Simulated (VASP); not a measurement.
A run of VASP 6.6.1 is set up as follows.

File POSCAR:

```
Br
1.0
    4.5976403800      0.0000000000      0.0000000000
    0.0000000000      4.5976403800      0.0000000000
    0.0000000000      0.0000000000      4.5976403800
Br
3
Direct
    0.5000000000      0.0000000000      0.0000000000
    0.0000000000      0.5000000000      0.0000000000
    0.0000000000      0.0000000000      0.5000000000
```

File INCAR.step1:

```
PREC = Accurate
ENCUT = 520
ISMEAR = -1
SIGMA = 0.15
LREAL = F
LASPH = T
NELM = 100
NBANDS = 18
GGA = PE
ALGO = Normal
EDIFF = 1E-4
LWAVE = T
LCHARG = F
```

INCAR.step2

```
PREC = Accurate
ENCUT = 520
EDIFF = 1E-6
ISMEAR = -1
SIGMA = 0.15
LREAL = F
LASPH = T
NELM = 100
ALGO = Normal
ISIF = 2
LWAVE = F
LCHARG = F
METAGGA = R2SCAN
LMIXTAU = T
IVDW = 13
VDW_S6 = 1.0
VDW_S8 = 0.6018749
VDW_A1 = 0.51559235
VDW_A2 = 5.77342911
NBANDS = 18
ISTART = 1
```

Contents of KPOINTS:

```
Automatic mesh
0
Gamma
  5 5 5
```

Potentials or basis: VASP PAW PBE potentials, release 64 (Br).

Launch:

```console
$ cat potpaw_PBE.64/Br/POTCAR > POTCAR
$ cp INCAR.step1 INCAR
$ mpirun -np 1 vasp_std > vasp.out
$ cp INCAR.step2 INCAR
$ mpirun -np 1 vasp_std > vasp.out
```

(1) What does it give for the pressure?

(2) What does it give for the band gap on the k mesh?

(3) What does it give for the dispersion energy per atom?

Results:

(1) -1.0 GPa.

(2) none (metal or under the smearing width).

(3) -0.091 eV.

Caveat: the PAW data sets were made with another functional, which shifts forces and pressure a little; an odd number of electrons without spin polarisation forces a metal; a magnetic or distorted state may lie lower; pairwise dispersion overbinds metals, which lowers pressure and volume.
